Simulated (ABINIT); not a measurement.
Input of an ABINIT 10.8.3 (patched build) run:

run.abi

```
# Datasets
ndtset 3

# Pseudopotentials
pp_dirpath "./"
pseudos "Ga.upf"

# Structure
acell 5.2504567991 6.2013418613 7.9564173689
rprim
     1.0000000000     0.0000000000     0.0000000000
     0.0000000000     1.0000000000     0.0000000000
    -0.3190778872     0.0000000000     0.9477284959
ntypat 1
znucl 31
natom 2
typat 1 1
chkprim 0
chksymtnons 0
tolsym 1.0e-6
xred
   0.1345962700            3/4   0.7701668300
   0.8654037300            1/4   0.2298331700

# Plane-wave basis
ecut 979.609905 eV

# k points
ngkpt 14 12 10
nshiftk 1
shiftk 0.0 0.0 0.0
istwfk *1

# Exchange and correlation
ixc -116133

# Bands and occupations
occopt 3
tsmear 0.2 eV

# SCF cycle
nstep 80

# Output
iomode 3
prteig 0
prtebands 0

# Dataset 1: ground state
nband1 17
tolvrs1 1.0e-12
prtden1 1
prtwf1 0
kptopt1 1

# Dataset 2: empty bands at fixed density
iscf2 -3
getden2 1
nband2 29
nbdbuf2 4
tolwfr2 1.0e-12
nstep2 120
prtden2 0
kptopt2 1

# Dataset 3: wave functions and velocity matrix elements in the full zone
optdriver3 8
wfk_task3 "wfk_optics_fullbz"
getwfk3 2
nband3 25
kptopt3 1
prtevk3 1
inclvkb3 2
```

File optic.abi:

```
&FILES
 ddkfile_1 = 'runo_DS3_1_EVK.nc',
 ddkfile_2 = 'runo_DS3_2_EVK.nc',
 ddkfile_3 = 'runo_DS3_3_EVK.nc',
 wfkfile = 'runo_DS3_WFK.nc'
/
&PARAMETERS
 broadening = 0.005512,
 domega = 0.002,
 maxomega = 0.8,
 scissor = 0.000000,
 tolerance = 0.002
/
&COMPUTATIONS
 num_lin_comp = 3,
 lin_comp = 11,22,33,
 num_nonlin_comp = 0
/
```

Potentials or basis: PseudoDojo NC SR PBEsol v0.4.1 standard.

The run is started by

```sh
$ mpirun --bind-to none -np 4 abinit run.abi > log 2>&1
$ optic optic.abi > optic.log 2>&1
```

**Question.** Predict the pressure.

**Answer.** -2.5 GPa.

**Question.** Predict the largest force.

**Answer.** 0.060 eV/Å.

**Question.** Estimate the band gap on the k mesh.

**Answer.** None (metal or under the smearing width).

Dielectric function (mean over the directions given):
| energy (eV) | real part | imaginary part |
| --- | --- | --- |
| 0.33 | 59.66 | 48.16 |
| 0.76 | 22.76 | 59.26 |
| 1.31 | 12.85 | 42.19 |
| 1.74 | -4.13 | 36.28 |
| 2.29 | -15.04 | 22.54 |
| 2.83 | -11.80 | 11.90 |
| 3.27 | -10.11 | 6.79 |
| 3.81 | -7.33 | 4.31 |
| 4.25 | -5.81 | 2.78 |
| 4.79 | -4.34 | 1.76 |
| 5.33 | -2.99 | 1.35 |
| 5.77 | -2.58 | 1.02 |
| 6.31 | -1.88 | 0.73 |
| 6.75 | -1.45 | 0.60 |
| 7.29 | -1.06 | 0.53 |
| 7.84 | -0.74 | 0.40 |
| 8.27 | -0.57 | 0.37 |
| 8.82 | -0.35 | 0.28 |
| 9.36 | -0.11 | 0.23 |
| 9.80 | 0.02 | 0.24 |
| 10.34 | 0.13 | 0.31 |
| 10.78 | 0.17 | 0.20 |
| 11.32 | 0.30 | 0.15 |
| 11.86 | 0.42 | 0.13 |
| 12.30 | 0.50 | 0.12 |
| 12.84 | 0.59 | 0.10 |
| 13.28 | 0.67 | 0.10 |
| 13.82 | 0.79 | 0.10 |
| 14.37 | 0.92 | 0.14 |
| 14.80 | 1.01 | 0.26 |
| 15.35 | 0.97 | 0.39 |
| 15.89 | 0.92 | 0.43 |
| 16.33 | 0.91 | 0.42 |
| 16.87 | 0.90 | 0.49 |
| 17.31 | 0.83 | 0.48 |
| 17.85 | 0.80 | 0.42 |
| 18.39 | 0.81 | 0.41 |
| 18.83 | 0.82 | 0.41 |
| 19.38 | 0.81 | 0.39 |
| 19.92 | 0.83 | 0.41 |

Caveat: the intraband (Drude) term is left out; spectra need much finer meshes, so this one isn't converged; independent-particle spectra lack excitons.
